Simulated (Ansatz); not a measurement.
**From the elastic tensor of MgO at 22 GPa (stress–strain coefficients) to moduli and sound speeds**

Computed with DFT PBEsol, scalar-relativistic, plane waves, PAW in Ansatz. Plane waves to 420 eV; Γ-centred k mesh 10×10×10; fixed occupations. No spin polarisation.

It takes space group Fm-3m (No. 225, cubic). Conventional cell: a = 4.061 Å, b = 4.061 Å, c = 4.061 Å, α = 90.00°, β = 90.00°, γ = 90.00°. Mg (site symmetry m-3m) has 6 O at 2.03 Å as nearest neighbours. O (site symmetry m-3m) is surrounded by 6 Mg at 2.03 Å.

Relaxed-ion constants (GPa, on the Cartesian axes of the calculation):
C11 = 484.5, C12 = 122.9, C13 = 122.9, C22 = 484.5, C23 = 122.9, C33 = 484.5, C44 = 163.0, C55 = 163.0, C66 = 163.0 GPa; the others vanish.

Density 3.997 g/cm³; 2 atoms in 16.74 Å³.

The values that follow are for a polycrystal of randomly turned grains, by Hill's mean where one number stands.

With S = C⁻¹: B_V = (C11+C22+C33+2(C12+C13+C23))/9, G_V = (C11+C22+C33−C12−C13−C23+3(C44+C55+C66))/15, 1/B_R = S11+S22+S33+2(S12+S13+S23), 15/G_R = 4(S11+S22+S33−S12−S13−S23)+3(S44+S55+S66); Hill is their mean. Then v_l = √((B+4G/3)/ρ), v_t = √(G/ρ), v_m = [(2/v_t³+1/v_l³)/3]^(−1/3) and Θ = (ħ/k_B)·v_m·(6π²n/V)^(1/3) for n atoms in the volume V; E = 9BG/(3B+G), ν = (3B−2G)/(2(3B+G)) and A^U = 5G_V/G_R + B_V/B_R − 6.

| Property | Result |
| --- | --- |
| Bulk modulus, Voigt / Reuss / Hill | 243.5 / 243.5 / 243.5 GPa |
| Shear modulus, Voigt / Reuss / Hill | 170.1 / 169.7 / 169.9 GPa |
| Young's modulus | 413 GPa |
| Poisson ratio | 0.217 |
| Pugh ratio B/G | 1.43 |
| Universal anisotropy index | 0.01 |
| Longitudinal and transverse sound speeds | 10843 and 6519 m/s |
| Debye temperature from the mean sound speed | 1057 K |

Cost: 1 run of about 0.081 core-minutes, on Intel Xeon Platinum 8488C (Sapphire Rapids) (shared hosts).

At 22 GPa MgO is stiff and almost elastically isotropic, but the isotropy reflects a near-balance of two different shear stiffnesses, not non-directional bonding. C44 lies slightly below (C11−C12)/2, so the cube axes are the stiffest directions, the reverse of the familiar order at ambient pressure. This suggests that compression has already carried the crystal through its isotropic point. Axial strain along a cube axis shortens Mg–O contacts head-on and meets the steep short-range repulsion between closed shells, whereas the C44 shear leaves these distances unchanged to first order and so stiffens much less under pressure.

C12 is also well below C44, while purely central pair forces under this pressure would require it to be larger. The ions therefore don't act as rigid spheres; the likely reason is the deformable oxide ion, whose size and shape respond to its surroundings and introduce many-body forces. The constants satisfy the cubic criteria for elastic stability, but this doesn't establish stability against finite-wavevector phonons or a transformation to another structure.
